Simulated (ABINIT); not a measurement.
# TiTe2 in ABINIT: the effect of potentials

TiTe2:

```xyz
3
Lattice="3.7770 0.0000 0.0000 -1.8885 3.2710 0.0000 0.0000 0.0000 6.4980" Properties=species:S:1:pos:R:3 pbc="T T T"
Te    0.0000    2.1807    4.7903
Te    1.8885    1.0903    1.7077
Ti    0.0000    0.0000    0.0000
```

Alike in all runs:

- Program: ABINIT 10.8.3 (patched build)
- Task: single point
- Functional: PBE
- k mesh: 8 × 8 × 4
- Occupations: fermi-dirac, width 0.05 eV
- Spin: no spin polarisation

| potentials | cutoff | pressure (GPa) | largest force (eV/Å) |
| --- | --- | --- | --- |
| PseudoDojo NC SR PBE v0.4.1 standard | 1143 eV | 1.0 | 0.02 |
| SG15 NC PBE v1.2 | 816 eV | 1.0 | 0.03 |
| Ansatz NC PBE | 1143 eV | ? | ? |
| SPMS NC PBE v1.0 | 816 eV | 1.0 | 0.02 |
| JTH PAW PBE v2.0 | 408 eV | 1.1 | 0.03 |

**Question.** What does the run with potentials Ansatz NC PBE give?

**Answer.** Pressure 0.9 GPa; largest force 0.01 eV/Å.

Caveats: this functional lacks dispersion, which binds the layers, so the pressure and a relaxed spacing across them are unreliable.

The runs don't all hold the same shells in valence.
